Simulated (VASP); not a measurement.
**Mg: single point with PBE**

The system is Mg.

```xyz
2
Lattice="3.2093 0.0000 0.0000 -1.6046 2.7793 0.0000 0.0000 0.0000 5.2103" Properties=species:S:1:pos:R:3 pbc="T T T"
Mg    1.6047    0.9264    3.9077
Mg    0.0000    1.8529    1.3026
```

```
Program             : VASP 6.6.1
Task                : single point
Functional          : PBE
Potentials or basis : VASP PAW PBE potentials, release 64 (Mg)
Cutoff              : 520 eV
k mesh              : 10 × 10 × 5
Occupations         : gaussian, width 0.012 eV
Spin                : no spin polarisation
```

```json
{
  "Pressure": "-0.6 GPa",
  "Band gap on the k mesh": "none (metal or under the smearing width)"
}
```

Stress tensor (GPa, compression positive):
```
-0.84  0.00  0.00
 0.00 -0.84  0.00
 0.00  0.00 -0.06
```

Levels at points of the mesh, in eV from the Fermi level:
```
           k point  band 1  band 2  band 3  band 4  band 5  band 6  band 7
(0.00, 0.00, 0.00)   -6.87   -1.65   -1.23   10.88   10.88   10.97   10.97
(0.50, 0.00, 0.00)   -2.11   -2.11    2.66    3.03    3.26    3.67    6.83
```

Run time: 6.9 s on 1 thread of Intel(R) Xeon(R) 6975P-C (Granite Rapids), on a shared host, peak memory 0.15 GiB.
